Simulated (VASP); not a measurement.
A run of VASP 6.6.1:

run.py

```python
from ase.calculators.vasp import Vasp
from ase.dft.bandgap import bandgap
from ase.io import read

atoms = read('BiTe.cif', primitive_cell=True, subtrans_included=False)
calc = Vasp(
    directory='calc',
    xc='pbesol',
    pp='PBE',
    setups='minimal',
    prec='Accurate',
    encut=500,
    ediff=1e-07,
    ismear=0,
    sigma=0.1,
    lreal=False,
    lasph=True,
    nelm=100,
    algo='Fast',
    isif=2,
    lwave=False,
    lcharg=True,
    lelf=True,
    lvhar=True,
    kpts=[7, 7, 7],
    gamma=True,
)
atoms.calc = calc

print('energy (eV):', atoms.get_potential_energy())
print('free energy (eV):', atoms.get_potential_energy(force_consistent=True))
print('forces (eV/A):')
print(atoms.get_forces())
print('stress (eV/A^3, Voigt):', atoms.get_stress())
print('Fermi level (eV):', calc.get_fermi_level())
gap, top, bottom = bandgap(calc)
print('band gap (eV):', gap, 'from (spin, k, band)', top, 'to', bottom)
```

BiTe.cif

```cif
data_BiTe
_cell_length_a 6.47000000
_cell_length_b 6.47000000
_cell_length_c 6.47000000
_cell_angle_alpha 90.00000000
_cell_angle_beta 90.00000000
_cell_angle_gamma 90.00000000
_space_group_name_H-M_alt 'Fm-3m'
_space_group_name_Hall '-F 4 2 3'
_space_group_IT_number 225
loop_
_space_group_symop_operation_xyz
'x,y,z'
'-x,-y,-z'
'-y,x,z'
'y,-x,-z'
'-x,-y,z'
'x,y,-z'
'y,-x,z'
'-y,x,-z'
'x,-y,-z'
'-x,y,z'
'-y,-x,-z'
'y,x,z'
'-x,y,-z'
'x,-y,z'
'y,x,-z'
'-y,-x,z'
'z,x,y'
'-z,-x,-y'
'z,-y,x'
'-z,y,-x'
'z,-x,-y'
'-z,x,y'
'z,y,-x'
'-z,-y,x'
'-z,x,-y'
'z,-x,y'
'-z,-y,-x'
'z,y,x'
'-z,-x,y'
'z,x,-y'
'-z,y,x'
'z,-y,-x'
'y,z,x'
'-y,-z,-x'
'x,z,-y'
'-x,-z,y'
'-y,z,-x'
'y,-z,x'
'-x,z,y'
'x,-z,-y'
'-y,-z,x'
'y,z,-x'
'-x,-z,-y'
'x,z,y'
'y,-z,-x'
'-y,z,x'
'x,-z,y'
'-x,z,-y'
'x,y+1/2,z+1/2'
'-x,-y+1/2,-z+1/2'
'-y,x+1/2,z+1/2'
'y,-x+1/2,-z+1/2'
'-x,-y+1/2,z+1/2'
'x,y+1/2,-z+1/2'
'y,-x+1/2,z+1/2'
'-y,x+1/2,-z+1/2'
'x,-y+1/2,-z+1/2'
'-x,y+1/2,z+1/2'
'-y,-x+1/2,-z+1/2'
[... 41 lines left out ...]
'-x+1/2,-y,z+1/2'
'x+1/2,y,-z+1/2'
'y+1/2,-x,z+1/2'
'-y+1/2,x,-z+1/2'
'x+1/2,-y,-z+1/2'
'-x+1/2,y,z+1/2'
'-y+1/2,-x,-z+1/2'
'y+1/2,x,z+1/2'
'-x+1/2,y,-z+1/2'
'x+1/2,-y,z+1/2'
'y+1/2,x,-z+1/2'
'-y+1/2,-x,z+1/2'
'z+1/2,x,y+1/2'
'-z+1/2,-x,-y+1/2'
'z+1/2,-y,x+1/2'
'-z+1/2,y,-x+1/2'
'z+1/2,-x,-y+1/2'
'-z+1/2,x,y+1/2'
'z+1/2,y,-x+1/2'
'-z+1/2,-y,x+1/2'
'-z+1/2,x,-y+1/2'
'z+1/2,-x,y+1/2'
'-z+1/2,-y,-x+1/2'
'z+1/2,y,x+1/2'
'-z+1/2,-x,y+1/2'
'z+1/2,x,-y+1/2'
'-z+1/2,y,x+1/2'
'z+1/2,-y,-x+1/2'
'y+1/2,z,x+1/2'
'-y+1/2,-z,-x+1/2'
'x+1/2,z,-y+1/2'
'-x+1/2,-z,y+1/2'
'-y+1/2,z,-x+1/2'
'y+1/2,-z,x+1/2'
'-x+1/2,z,y+1/2'
'x+1/2,-z,-y+1/2'
'-y+1/2,-z,x+1/2'
'y+1/2,z,-x+1/2'
'-x+1/2,-z,-y+1/2'
'x+1/2,z,y+1/2'
'y+1/2,-z,-x+1/2'
'-y+1/2,z,x+1/2'
'x+1/2,-z,y+1/2'
'-x+1/2,z,-y+1/2'
'x+1/2,y+1/2,z'
'-x+1/2,-y+1/2,-z'
'-y+1/2,x+1/2,z'
'y+1/2,-x+1/2,-z'
'-x+1/2,-y+1/2,z'
'x+1/2,y+1/2,-z'
'y+1/2,-x+1/2,z'
'-y+1/2,x+1/2,-z'
'x+1/2,-y+1/2,-z'
'-x+1/2,y+1/2,z'
'-y+1/2,-x+1/2,-z'
'y+1/2,x+1/2,z'
'-x+1/2,y+1/2,-z'
'x+1/2,-y+1/2,z'
'y+1/2,x+1/2,-z'
'-y+1/2,-x+1/2,z'
'z+1/2,x+1/2,y'
'-z+1/2,-x+1/2,-y'
'z+1/2,-y+1/2,x'
'-z+1/2,y+1/2,-x'
'z+1/2,-x+1/2,-y'
'-z+1/2,x+1/2,y'
'z+1/2,y+1/2,-x'
'-z+1/2,-y+1/2,x'
'-z+1/2,x+1/2,-y'
'z+1/2,-x+1/2,y'
'-z+1/2,-y+1/2,-x'
'z+1/2,y+1/2,x'
'-z+1/2,-x+1/2,y'
'z+1/2,x+1/2,-y'
'-z+1/2,y+1/2,x'
'z+1/2,-y+1/2,-x'
'y+1/2,z+1/2,x'
'-y+1/2,-z+1/2,-x'
'x+1/2,z+1/2,-y'
'-x+1/2,-z+1/2,y'
'-y+1/2,z+1/2,-x'
'y+1/2,-z+1/2,x'
'-x+1/2,z+1/2,y'
'x+1/2,-z+1/2,-y'
'-y+1/2,-z+1/2,x'
'y+1/2,z+1/2,-x'
'-x+1/2,-z+1/2,-y'
'x+1/2,z+1/2,y'
'y+1/2,-z+1/2,-x'
'-y+1/2,z+1/2,x'
'x+1/2,-z+1/2,y'
'-x+1/2,z+1/2,-y'
loop_
_atom_site_label
_atom_site_type_symbol
_atom_site_symmetry_multiplicity
_atom_site_Wyckoff_symbol
_atom_site_fract_x
_atom_site_fract_y
_atom_site_fract_z
_atom_site_occupancy
Bi1 Bi 4 a 0.0000000000 0.0000000000 0.0000000000 1
Te1 Te 4 b 0.5000000000 0.0000000000 0.0000000000 1
```

Potentials or basis: VASP PAW PBE potentials, release 64 (Bi, Te).

Run with:

```console
$ python run.py
```

Hardware: 1 thread of Intel(R) Xeon(R) 6975P-C (Granite Rapids), with other jobs on the host.

Task: How long does it take, and how much memory?

Result: Run time: 13 s on 1 thread of Intel(R) Xeon(R) 6975P-C (Granite Rapids), on a shared host, peak memory 0.21 GiB. Counts: scf iterations 13, k points 20.
